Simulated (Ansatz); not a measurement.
MnS under changes of volume

One of the cells (17.667 Å³/atom); the others are scaled copies at fixed shape and fractional positions:

```
Mn S
1.0
     0.00000    2.60450    2.60450
     2.60450    0.00000    2.60450
     2.60450    2.60450    0.00000
Mn S
1 1
Direct
  0.00000 0.00000 0.00000
  0.50000 0.50000 0.50000
```

- Program: Ansatz 0.2.0
- Functional: PBEsol
- Potentials or basis: Ansatz PAW
- Cutoff: 420 eV (not typed: the program's choice for these potentials)
- k mesh: 9 × 9 × 9
- Occupations: fermi-dirac, width 0.05 eV
- Spin: collinear spin, ferromagnetic start
- Starting moments: [4.0, 0.0] μB

```csv
volume (Å³/atom),energy over the lowest point (meV/atom),pressure (GPa),moment (μB per cell)
16.607,0.00,-4.8,4.50
16.961,11.23,-5.6,4.58
17.314,24.18,-6.4,4.64
17.667,?,?,?
18.021,56.00,-8.1,4.73
18.374,74.55,-8.8,4.77
18.727,94.64,-9.5,4.80
```

Q: What does the run at 17.667 Å³/atom give?

A: Energy over the lowest point 39.12 meV/atom; pressure -7.3 GPa; moment 4.68 μB per cell.

Worked out: A Birch-Murnaghan fit of order 3 (a polynomial in V^(-2/3)) to the other rows has no minimum within the range. It gives 39.19 meV/atom at 17.667 Å³/atom, against the run's 39.12, and -dE/dV = -7.2 GPa, against -7.3. A parabola through the other rows of the moment, of slope 0.138 μB per Å³/atom there, gives 4.69 μB, against the run's 4.68.

Energies are extrapolated to zero smearing.

Caveats: a cell with one magnetic atom can't hold antiferromagnetic order, which such compounds often take; the PAW data sets come from PBE, with cores solved anew for the run's functional, which leaves a small shift of forces and pressure.
